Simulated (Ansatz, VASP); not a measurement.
# Cu in VASP and in Ansatz

INCAR

```
PREC = Accurate
ENCUT = 520
EDIFF = 1E-7
ISMEAR = 0
SIGMA = 0.15
LREAL = F
LASPH = T
NELM = 100
ALGO = Normal
ISIF = 2
LWAVE = F
LCHARG = T
GGA = PE
LELF = T
LVHAR = T
NBANDS = 12
```

Contents of KPOINTS:

```
Automatic mesh
0
Gamma
  24 24 24
```

POSCAR

```
Cu
1.0
    0.0000000000      1.8075000000      1.8075000000
    1.8075000000      0.0000000000      1.8075000000
    1.8075000000      1.8075000000      0.0000000000
Cu
1
Direct
    0.0000000000      0.0000000000      0.0000000000
```

Input for Ansatz:

```yaml
crystal:
  lattice:
    - [0.0, 1.8075, 1.8075]
    - [1.8075, 0.0, 1.8075]
    - [1.8075, 1.8075, 0.0]
  atoms:
    - { symbol: Cu, position: [0.0, 0.0, 0.0] }
basis:
  ecutwfc: 420
kpoints:
  mp_grid: { grid: [24, 24, 24] }
hamiltonian:
  xc: pbe
scf:
  occupations: { method: gaussian, width: 0.15 }
output:
  forces: true
  stress: true
  eigenvalues: true
```

Alike in both runs: task single point; functional PBE; k mesh 24 × 24 × 24; occupations gaussian, width 0.15 eV; no spin polarisation.

|  | VASP | Ansatz |
| --- | --- | --- |
| version | VASP 6.6.1 | Ansatz 0.2.0 |
| potentials or method | VASP PAW PBE potentials, release 64 (Cu) | scalar-relativistic, plane waves, PAW |
| plane-wave cutoff (eV) | 520 | 420 |
| valence electrons in the cell | 11 | 19 |

|  | VASP | Ansatz | Ansatz less VASP |
| --- | --- | --- | --- |
| gap on the k mesh at the Fermi level (eV) | none | none | - |
| pressure (GPa) | 2.3 | 1.8 | -0.52 |

A gap of «none» marks a metal or a gap that the smearing closes. The two sets of potentials don't hold the same shells in valence.
